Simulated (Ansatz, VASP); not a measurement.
# One calculation of Bi, two programs

```
CELL_PARAMETERS angstrom
3.23838 0.00000 0.00000
0.00000 3.22164 0.00000
-0.08045 0.00000 6.44389
ATOMIC_POSITIONS crystal
Bi 0.45575 0.00000 0.25042
Bi 0.54425 0.00000 0.74958
```

Alike in both runs: task single point; functional PBE; k mesh 6 × 6 × 4; occupations gaussian, width 0.1 eV; no spin polarisation.

```csv
,VASP,Ansatz
version,VASP 6.6.1,Ansatz 0.2.0
potentials or method,"VASP PAW PBE potentials, release 64 (Bi_d)","scalar-relativistic, plane waves, PAW"
plane-wave cutoff (eV),520,420
valence electrons in the cell,30,30
```

VASP gave:

| Item | Value |
| --- | --- |
| gap on the k mesh at the Fermi level (eV) | none |
| pressure (GPa) | 2.4 |
| largest component of the traceless stress (GPa) | 3.88 |
| rms of the force components (eV/Å) | 0.020 |

Estimate Ansatz's values.

gap on the k mesh at the Fermi level (eV): none; pressure (GPa): 2.4; largest component of the traceless stress (GPa): 3.89; rms of the force components (eV/Å): 0.020.

Atom by atom the forces differ by 0.000 eV/Å (rms over components). A gap of «none» marks a metal or a gap that the smearing closes. The functional is the same, so the differences come from potentials, cutoffs and numerics.

Caveats: spin-orbit coupling is left out, which moves the levels of the heavy elements.
